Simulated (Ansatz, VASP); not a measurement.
# KCl in VASP and in Ansatz

```
K Cl
1.0
    -0.03156    3.14032    3.14032
     3.14032   -0.03156    3.14032
     3.14032    3.14032   -0.03156
K Cl
1 1
Direct
  0.00000 0.00000 0.00000
  0.50000 0.50000 0.50000
```

Change from the starting cell: equal xy, yz and zx shear strains of -1 %.

Alike in both runs: task single point; functional PBE; k mesh 7 × 7 × 7; occupations fermi-dirac, width 0.03 eV; no spin polarisation.

|  | VASP | Ansatz |
| --- | --- | --- |
| version | VASP 6.6.1 | Ansatz 0.2.0 |
| potentials or method | VASP PAW PBE potentials, release 64 (K_sv, Cl), cutoff 520 eV | all-electron LAPW, scalar-relativistic |

```csv
,VASP,Ansatz,Ansatz less VASP
gap on the k mesh at the Fermi level (eV),5.14,5.14,+0.002
pressure (GPa),0.6,0.6,-0.02
largest component of the traceless stress (GPa),0.06,0.06,+0.001
```

Ansatz ran all-electron here, so the differences hold the error of VASP's frozen core and of both bases.

Caveats: an odd mesh through Γ misses points on the zone boundary, where band edges often lie.
